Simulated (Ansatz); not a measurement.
AlCu₃: enthalpy against pressure

AlCu₃, Pm-3m, a = 3.632 Å. The structure is a Materials Project entry; whether it is the stable form wasn't checked. Ansatz: PBEsol, PAW, 420 eV, Γ-centred 12×12×12 mesh on 4 atoms, Gaussian smearing 0.10 eV; no spin polarisation. Cell and atoms are relaxed at each pressure, and no other structure is tried, so the rows at high pressure may lie past a change of phase. y is the enthalpy over the state at zero pressure; there V0 = 11.977 Å³/atom. The pressures are the targets, met within 0.02 GPa.

| P (GPa) | y (eV/atom) |
| --- | --- |
| -3.0 | -0.2266 |
| 0.0 | 0.0000 |
| 3.0 | 0.2222 |
| 8.0 | 0.5838 |
| 15.0 | ? |
| 30.0 | 2.0765 |
| 60.0 | 3.9347 |

Problem. Fit y = c1 P + c2 P² + c3 P³ to the other rows, say what c1 and c2 mean, and predict the missing value.

Solution. Least squares on the rows shown. y = 0.074668 P − 0.00021210 P² + 1.0101×10⁻⁶ P³. Since dH/dP = V, c1 is V0: 0.074668 eV/GPa × 160.2 = 11.962 Å³ against 11.977; c2 = −V0/(2B0) gives B0 = 176 GPa, where a Birch–Murnaghan fit to the volumes of the same runs (not shown) gives 153 GPa: a cubic over this range folds the higher terms into c2. At P = 15.0 the fit asked for gives 1.0757 eV/atom. The run gave 1.0744 eV/atom, so the fit is 0.0013 eV/atom too high, 0.031 % of the span of the series, against an rms of 0.0004 eV/atom on the fitted rows. With a term in P⁴ added, a fit to the same known rows predicts 1.0742 eV/atom, so most of the miss is curvature that the known rows already hold.